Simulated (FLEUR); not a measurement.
Crystal: ZrS2.

```xyz
3
Lattice="3.6914 0.0000 0.0000 -1.8457 3.1968 0.0000 0.0000 0.0000 6.0411" Properties=species:S:1:pos:R:3 pbc="T T T"
Zr    0.0000    0.0000    0.0000
S     0.0000    2.1312    1.4372
S     1.8457    1.0656    4.6038
```

The cell is a database's computed one.

Base run:

* Program: FLEUR MaX-R8.1 (later development tree)
* Functional: PBEsol
* Potentials or basis: all-electron
* Basis: FLAPW
* Kmax: 5.08 1/bohr
* k mesh: 8 × 8 × 5
* Occupations: fermi-dirac, width 0.05 eV
* Spin: no spin polarisation

Its results: band gap on the k mesh 0.98 eV, indirect (least direct gap 1.58 eV).

The run is repeated on the same cell with these changes: functional from PBEsol to r2SCAN. What comes out?

Band gap on the k mesh 1.35 eV, indirect (least direct gap 1.93 eV).

r2SCAN gives the wider gap, since meta-GGAs in the generalised Kohn-Sham scheme recover part of the derivative discontinuity.

Caveats: the meta-GGA is that of a development version, with a GGA for the radial functions and cores and without core tails (some runs).
